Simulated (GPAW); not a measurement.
Runs of GPAW 26.7.0 on SnTe. Symmetry: Fm-3m, No. 225, cubic system. The conventional cell has a = 6.302 Å, b = 6.302 Å, c = 6.302 Å, α = 90.00°, β = 90.00°, γ = 90.00°. Te (site symmetry m-3m) has 6 Sn at 3.15 Å as nearest neighbours. Sn (site symmetry m-3m) has 6 Te at 3.15 Å as nearest neighbours. 

| task | level | potentials or basis | spin | band path | band points | spin axis theta (degrees) | spin axis phi (degrees) | soc after scf | gap on the mesh (eV) | pressure (GPa) | V0 of scaled cells (Å³/atom) | B0 (GPa) |
| --- | --- | --- | --- | --- | --- | --- | --- | --- | --- | --- | --- | --- |
| equation of state | revPBE+D3(BJ) | the program's PAW data sets (release 1.2.1) made for this functional, pw | off | - | - | - | - | - | - | - | (a) | 48 |
| band structure | GLLB-SC | the program's PAW data sets (release 1.2.1) made for this functional, pw | off | GXWKGLUWLK,UX | 60 | - | - | - | 0.02 | - | - | - |
| band structure | BP86 | PAW data sets generated in the run's folder for this functional, pw | SOC, no magnetisation | GXWKGLUWLK,UX | 80 | 54.7 | 45 | second variation | 0.27 | (b) | - | - |
| equation of state | PBEsol+D4 | PAW data sets generated in the run's folder for this functional, pw | off | - | - | - | - | - | - | - | 30.11 | 52 |
| band structure | LDA | the program's PAW data sets (release 1.2.1) made for this functional, other valence, pw | off | GXWKGLUWLK,UX | 80 | - | - | - | 0.17 | (c) | - | - |

Alike in all rows: cell as given; k mesh 6 × 6 × 6; cutoff (eV) 600; smearing fermi-dirac 0.05 eV.

Q: Fill in the values left out.

A: (a) 30.63; (b) 2.6; (c) -2.9.

Caveats: spin-orbit coupling is left out, which moves the levels of the heavy elements (some runs); the derivative discontinuity is unreliable in so narrow a gap, and the gap given is the Kohn-Sham one (some runs); a model potential gives levels but no total energy (some runs); spin-orbit coupling was added after a scalar SCF, so levels and gaps hold it while energy, forces, pressure and moments don't (some runs); this program's spin-orbit splittings come out too wide for heavy elements (some runs).

A k mesh can miss the band edges, and rows without SOC leave out spin-orbit coupling on Sn, Te.

The runs don't all hold the same shells in valence.

Runs at the PBE level aren't shown here.
